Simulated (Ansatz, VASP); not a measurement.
Two plane-wave programs on Ge

```
Ge
1.0
     2.71126    0.00000    0.00000
     0.00000    2.71126    0.00000
     0.00000    0.00000    2.71126
Ge
1
Direct
  0.00000 0.00000 0.00000
```

The cell was built by a generator and needn't be a form met in nature.

Alike in both runs: task single point; functional revPBE; k mesh 20 × 20 × 20; occupations gaussian, width 0.1 eV; no spin polarisation.

|  | VASP | Ansatz |
| --- | --- | --- |
| version | VASP 6.6.1 | Ansatz 0.2.0 |
| potentials or method | VASP PAW PBE potentials, release 64 (Ge_d) | scalar-relativistic, plane waves, PAW |
| plane-wave cutoff (eV) | 520 | 420 |
| valence electrons in the cell | 14 | 14 |

|  | VASP | Ansatz | Ansatz less VASP |
| --- | --- | --- | --- |
| gap on the k mesh at the Fermi level (eV) | none | none | - |
| pressure (GPa) | 1.1 | 1.2 | +0.12 |

A gap of «none» marks a metal or a gap that the smearing closes. With one functional, cell and mesh, what is left measures potentials, basis and numerics.

Caveats: the PAW data sets were made with another functional, which shifts forces and pressure a little (VASP).
